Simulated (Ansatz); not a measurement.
**ZnSe (Stilleite): spin-orbit coupling beyond the local functionals**

Symmetry: F-43m, No. 216, cubic system. Conventional cell: a = 5.668 Å, b = 5.668 Å, c = 5.668 Å, α = 90.00°, β = 90.00°, γ = 90.00°. Zn has 4 Se at 2.45 Å nearest. Nearest to Se lie 4 Zn at 2.45 Å. Farther neighbours and most contacts between anions are not listed.

```
method              : DFT, HSE06 with spin-orbit coupling, plane waves, PAW (and 1 further level or step)
program             : Ansatz 0.2.0
settings of one run : cutoff 420 eV, 4×4×4 k-mesh, default PAW
cost                : 2 runs, 36 s in all on 1 × NVIDIA H100 80GB HBM3 (shared by 6 runs) with 3 threads of AMD EPYC 7R13 (Zen 3), shared host (the runs of this entry)
notes               : The cell and positions come from the Crystallography Open Database and are kept as given unless a step says otherwise. The lattice is static and excitons are left out.
HSE06               : 2.44 eV
HSE06+SOC           : 2.30 eV
```

Spin-orbit coupling changes the gap by −0.14 eV and the least direct gap by −0.14 eV. Against experiment, by HSE06+SOC: the direct gap of 2.30 eV lies −0.40 eV from the measured 2.695 ± 0.003 eV (exciton, 300 K, 2023). An exciton line or allowed optical edge lies below the quasiparticle gap by the binding energy; a forbidden edge can push the onset above it.

[Paths, hosts, dates, memory and timing lines, banners, echoed tables and standing remarks are left out of the program output.]

[Logs are printed without paths, hosts, clocks, repeated set-up lines and the standing remarks that a program may print on its own settings, such as how far it seeks lower states.]

[Runs of the session that timed out or met a known fault of the program may be left out.]

[Cells called generated may have been cut or substituted from an entry of the Crystallography Open Database or the Materials Project.]

[Hosts, paths, dates, database ids (printed as entryN), source tags and the programs' standing remarks are cut or masked in the printed files.]
